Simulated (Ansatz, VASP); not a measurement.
# MnS in VASP and in Ansatz

```
Mn S
1.0
     0.00000    2.61225    2.61225
     2.61225    0.00000    2.61225
     2.61225    2.61225    0.00000
Mn S
1 1
Direct
  0.00000 0.00000 0.00000
  0.50000 0.50000 0.50000
```

Alike in both runs: task single point; functional PBE; k mesh 6 × 6 × 6; occupations gaussian, width 0.05 eV; collinear spin, ferromagnetic start.

|  | VASP | Ansatz |
| --- | --- | --- |
| version | VASP 6.6.1 | Ansatz 0.2.0 |
| potentials or method | VASP PAW PBE potentials, release 64 (Mn_pv, S) | Ansatz PAW |
| plane-wave cutoff (eV) | 520 | 420 |
| valence electrons in the cell | 19 | 21 |

Ansatz gave:

* gap on the k mesh at the Fermi level (eV): none
* pressure (GPa): -4.0
* net moment per atom (μB): 2.34
* size of the moment on the site where the two differ most (μB): 4.20

Q: What did VASP give for the same quantities?

A: gap on the k mesh at the Fermi level (eV): none; pressure (GPa): -4.0; net moment per atom (μB): 2.34; size of the moment on the site where the two differ most (μB): 4.25.

Site moments also hang on the region over which each program counts them. A gap of «none» marks a metal or a gap that the smearing closes. The two sets of potentials don't hold the same shells in valence.

Caveats: a cell with one magnetic atom can't hold antiferromagnetic order, which such compounds often take; semilocal functionals often make such compounds metallic where correlation or magnetic order opens a gap, which also shifts bond lengths. With open d or f shells a metallic result of PBE can be an artefact of self-interaction; +U or a hybrid may open a gap.
